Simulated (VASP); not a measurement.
Set up this calculation in VASP 6.6.1, as the native input.

| Property | Result |
| --- | --- |
| Task | single point |
| Functional | PBE |
| Potentials or basis | VASP PAW PBE potentials, release 64 (Pb_d) |
| Cutoff | 520 eV |
| k mesh | 9 × 9 × 9 |
| Occupations | fermi-dirac, width 0.05 eV |
| Spin | no spin polarisation |
| Further INCAR settings | ALGO = Normal; EDIFF = 1e-07; NBANDS = 13 |

The structure of Pb lies in POSCAR:

```
Pb
1.0
    0.0000000000      2.4750200000      2.4750200000
    2.4750200000      0.0000000000      2.4750200000
    2.4750200000      2.4750200000      0.0000000000
Pb
1
Direct
    0.0000000000      0.0000000000      0.0000000000
```

The input as run:

INCAR

```
SYSTEM = Pb
PREC     = Accurate       ! precision mode
ENCUT    = 520            ! plane-wave cutoff, eV
EDIFF    = 1E-7           ! SCF threshold, eV
ISMEAR   = -1             ! smearing method
SIGMA    = 0.05           ! smearing width, eV
LREAL    = .FALSE.        ! projectors in reciprocal space
LASPH    = .TRUE.         ! aspherical terms in the spheres
NELM     = 60             ! most SCF steps
ALGO     = Normal         ! electronic algorithm
ISIF     = 2              ! what is computed and relaxed
LWAVE    = .FALSE.        ! write WAVECAR
LCHARG   = .FALSE.        ! write CHGCAR
GGA      = PE             ! functional
NBANDS   = 13             ! bands
```

KPOINTS

```
regular mesh
0
G
  9 9 9
  0 0 0
```

Potentials or basis: VASP PAW PBE potentials, release 64 (Pb_d).

The run is started by

```sh
$ cat potpaw_PBE.64/Pb_d/POTCAR > POTCAR
$ mpirun -np 1 vasp_std > vasp.out
```

Results of the run:

- Pressure: 2.2 GPa
- Band gap on the k mesh: none (metal or under the smearing width)

Wall time 6 s on 1 thread of AMD EPYC 9R45 (Zen 5), on a shared host, peak memory 0.12 GiB.
